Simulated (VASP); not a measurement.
Write the native input for VASP 6.6.1 that does the following.

```yaml
Task: single point
Functional: PBE
Dispersion: D3(BJ)
Potentials_or_basis: VASP PAW PBE potentials, release 64 (O, H, N)
Cutoff: 520 eV
k_mesh: 1 × 1 × 1
Occupations: fermi-dirac, width 0.05 eV
Spin: no spin polarisation
Dipole_correction: no
Further_INCAR_settings: LREAL = Auto; ALGO = Fast; EDIFF = 1e-06; NBANDS = 34
```

The structure of H11NO4 lies in POSCAR:

```
H11NO4
1.0
    5.4175020000      0.0000000000      0.0000000000
    0.0000000000      5.4175020000      0.0000000000
    0.0000000000      0.0000000000      5.4175020000
O H N
4 11 1
Direct
    0.4537515630      1.0742958655      0.4361973470
    0.6260634514      0.9350988703      0.8974431389
    1.0781537321      0.7903642675      0.5924132561
    0.4179417008      0.4746098848      0.9031284160
    0.4138623299      0.9931699148      0.2802583183
    0.6233500237      1.1544619642      0.4007012826
    0.5581354654      0.9287121629      0.7270140371
    0.6185323051      0.7687306807      0.9595012609
    1.1520992516      0.9566586224      0.5973048095
    0.9264786612      0.7925239345      0.6818640768
    0.2889708209      0.5494229628      0.8092105919
    0.4725425113      0.3219380445      0.8233684085
    0.9961786816      0.3788092741      0.3548683508
    0.9713517411      0.1053622131      0.2626487263
    0.8211718242      0.3361143198      0.1313889686
    0.8680384428      0.2593446205      0.2972403148
```

The cell was built by a generator and needn't be a form met in nature.

One way to write it, as run:

INCAR

```
PREC = Accurate
ENCUT = 520
EDIFF = 1E-6
ISMEAR = -1
SIGMA = 0.05
LREAL = Auto
LASPH = T
NELM = 100
ALGO = Fast
ISIF = 2
LWAVE = F
LCHARG = T
GGA = PE
IVDW = 12
LELF = T
LVHAR = T
NBANDS = 34
```

KPOINTS

```
Automatic mesh
0
Gamma
  1 1 1
```

Potentials or basis: VASP PAW PBE potentials, release 64 (O, H, N).

The run is started by

```sh
$ cat potpaw_PBE.64/O/POTCAR potpaw_PBE.64/H/POTCAR potpaw_PBE.64/N/POTCAR > POTCAR
$ mpirun -np 1 vasp_gam > vasp.out
```

It gave:

The pressure is 1.5 GPa. The largest force is 1.591 eV/Å. The band gap on the k mesh is 4.60 eV, direct and the dispersion energy per atom is -0.034 eV.

Run time: 13 s on 1 thread of Intel(R) Xeon(R) Platinum 8488C (Sapphire Rapids), with other jobs on the host, peak memory 0.24 GiB.
